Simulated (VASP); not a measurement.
From an Ansatz input to VASP: KCl (rocksalt)

Ansatz input

```yaml
crystal:
  lattice:
    - [0.0, 3.1448483195, 3.1448483195]
    - [3.1448483195, 0.0, 3.1448483195]
    - [3.1448483195, 3.1448483195, 0.0]
  atoms:
    - { symbol: K, position: [0.0, 0.0, 0.0] }
    - { symbol: Cl, position: [0.5, 0.5, 0.5] }
kpoints:
  mp_grid: { grid: [8, 8, 8] }
  band_path:
    path:
      - [0.0, 0.0, 0.0]
      - [0.5, 0.0, 0.5]
      - [0.5, 0.25, 0.75]
      - [0.375, 0.375, 0.75]
      - [0.5, 0.5, 0.5]
      - [0.625, 0.25, 0.625]
    npoints: 1
hamiltonian:
  xc: lda
scf:
  occupations: { method: fixed }
  n_extra_bands: 4
output:
  forces: true
  stress: true
  eigenvalues: true
```

**Question.** Write VASP inputs for this cell and level of theory.

**Answer.** 

INCAR

```
ISMEAR = 0
NBANDS = 15
ISIF = 2
EDIFF = 1E-7
LWAVE = .FALSE.
GGA = CA
NELM = 120
LREAL = .FALSE.
IBRION = -1
NSW = 0
LCHARG = .FALSE.
ENCUT = 520
LASPH = .TRUE.
SIGMA = 0.01
PREC = Accurate
```

KPOINTS

```
KPOINTS created by Atomic Simulation Environment
0
Gamma
8 8 8
0 0 0
```

KPOINTS_OPT

```
special points
6
Reciprocal
0.0000000000 0.0000000000 0.0000000000 1
0.5000000000 0.0000000000 0.5000000000 1
0.5000000000 0.2500000000 0.7500000000 1
0.3750000000 0.3750000000 0.7500000000 1
0.5000000000 0.5000000000 0.5000000000 1
0.6250000000 0.2500000000 0.6250000000 1
```

POSCAR

```
K  Cl
 1.0000000000000000
     0.0000000000000000    3.1448483195468158    3.1448483195468158
     3.1448483195468158    0.0000000000000000    3.1448483195468158
     3.1448483195468158    3.1448483195468158    0.0000000000000000
 K   Cl
   1   1
Cartesian
 -0.0000000000000000 -0.0000000000000000 -0.0000000000000000
  3.1448483195468158  3.1448483195468158  3.1448483195468158
```

VASP ran with the recommended LDA PAW datasets (16 valence electrons in the cell). Other inputs would serve too.

```json
{"": "gap between bands v and c", "Ansatz": "4.75 eV", "VASP": "4.75 eV"}
{"": "least direct gap", "Ansatz": "4.75 eV", "VASP": "4.75 eV"}
{"": "pressure", "Ansatz": "-1.9 GPa", "VASP": "-1.9 GPa"}
```

Each program uses its own PAW datasets. VASP's cell holds 16 valence electrons and Ansatz's 16. LDA means the Perdew–Zunger form with relativistic exchange in VASP and the Perdew–Wang form in Ansatz. Ansatz's stress includes a Pulay correction; VASP's doesn't.
